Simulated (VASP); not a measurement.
Write the native input for VASP 6.6.1 that does the following.

```
Task                   : electric field gradients
Functional             : LDA
Potentials or basis    : VASP PAW LDA potentials, release 64 (B)
Cutoff                 : 520 eV
k mesh                 : 7 × 7 × 7
Occupations            : fermi-dirac, width 0.05 eV
Spin                   : no spin polarisation
Dipole correction      : no
Further INCAR settings : LREAL = Auto; ALGO = Fast; EDIFF = 1e-08; NBANDS = 36
```

The structure of B lies in POSCAR:

```
B
1.0
    2.7970008425      1.6148491893      4.0252000000
   -2.7970008425      1.6148491893      4.0252000000
    0.0000000000     -3.2296983787      4.0252000000
B
15
Direct
    0.5000000000      0.5000000000      0.5000000000
    0.8069714560      0.3021949276      0.8069714560
    0.8069714560      0.8069714560      0.3021949276
    0.3021949276      0.8069714560      0.8069714560
    0.1930285440      0.6978050724      0.1930285440
    0.6978050724      0.1930285440      0.1930285440
    0.1930285440      0.1930285440      0.6978050724
    0.0044595398      0.3327205114      0.0044595398
    0.0044595398      0.0044595398      0.3327205114
    0.3327205114      0.0044595398      0.0044595398
    0.9955404602      0.6672794886      0.9955404602
    0.6672794886      0.9955404602      0.9955404602
    0.9955404602      0.9955404602      0.6672794886
    0.6333190199      0.6333190199      0.6333190199
    0.3666809801      0.3666809801      0.3666809801
```

These files were run (other wordings do the same):

INCAR

```
SYSTEM = B
PREC = Accurate ; ENCUT = 520
EDIFF = 1E-8 ; ISMEAR = -1
SIGMA = 0.05 ; LREAL = Auto
LASPH = .True. ; NELM = 100
ALGO = Fast ; ISIF = 2
LWAVE = .False. ; LCHARG = .False.
GGA = CA ; LEFG = .True.
NBANDS = 36
```

KPOINTS

```
Automatic mesh
0
Gamma
  7 7 7
  0 0 0
```

Potentials or basis: VASP PAW LDA potentials, release 64 (B).

Run with:

```bash
$ cat potpaw_LDA.64/B/POTCAR > POTCAR
$ mpirun -np 1 vasp_std > vasp.out
```

It gave:

The pressure is 8.7 GPa, the largest force is 0.189 eV/Å and the band gap on the k mesh is none (metal or under the smearing width).

Run time: 4.9 min on 1 thread of Intel(R) Xeon(R) Platinum 8488C (Sapphire Rapids) (shared host), peak memory 0.24 GiB.
